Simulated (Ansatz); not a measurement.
The system is PbS (Galena).

```
CELL_PARAMETERS angstrom
0.00000 2.96575 2.96575
2.96575 0.00000 2.96575
2.96575 2.96575 0.00000
ATOMIC_POSITIONS crystal
Pb 0.00000 0.00000 0.00000
S 0.50000 0.50000 0.50000
```

Program: Ansatz 0.2.0. Alike in all runs: task band structure; cell as given; k mesh 8 × 8 × 8; smearing fermi-dirac 0.05 eV.

**Question.** Order these runs on this cell by their band gap on the k mesh, lowest first.
A. level m-r2SCAN; potentials or basis Ansatz PAW; spin off; cutoff (eV) 500
B. level r2SCAN; potentials or basis Ansatz PAW; spin SOC, no magnetisation; cutoff (eV) 500
C. level PBE; potentials or basis JTH PAW; spin off; cutoff (eV) 1800

**Answer.** B (0.12 eV), C (0.36 eV), A (0.61 eV).

Caveats: spin-orbit coupling is left out, which as a rule narrows the gap of such compounds by several tenths of an eV (some runs).

